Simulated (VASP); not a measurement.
Runs of VASP 6.6.1 on Au. The structure is cubic, space group Im-3m (No. 229). Conventional cell: a = 3.241 Å, b = 3.241 Å, c = 3.241 Å, α = 90.00°, β = 90.00°, γ = 90.00°. Around Au (site symmetry m-3m) lie 8 Au at 2.81 Å. This isn't the form of Au at room conditions, which is fcc.

| level | k mesh | cutoff (eV) | smearing | gap on the mesh (eV) | pressure (GPa) |
| --- | --- | --- | --- | --- | --- |
| PBEsol | 18 × 18 × 18 | 900 | gaussian 0.1 eV | none | 0.2 |
| PBEsol | 28 × 28 × 28 | 520 | gaussian 0.1 eV | none | 0.1 |
| r2SCAN | 18 × 18 × 18 | 520 | gaussian 0.1 eV | none | (a) |
| PBEsol | 18 × 18 × 18 | 700 | gaussian 0.1 eV | none | 0.0 |
| PBEsol | 18 × 18 × 18 | 520 | gaussian 0.5 eV | none | 0.2 |

Alike in all rows: task single point; potentials or basis VASP PAW PBE potentials, release 64 (Au); no spin polarisation; cell as given.

Question: Estimate the missing entries.

Answer: (a) 5.6.

Caveats: the PAW data sets were made with another functional, which shifts forces and pressure a little.

A k mesh can miss the band edges, and the runs leave out spin-orbit coupling on Au.

A gap of «none» marks a metal or a gap under the smearing width.

Not every run made on this cell is shown here.
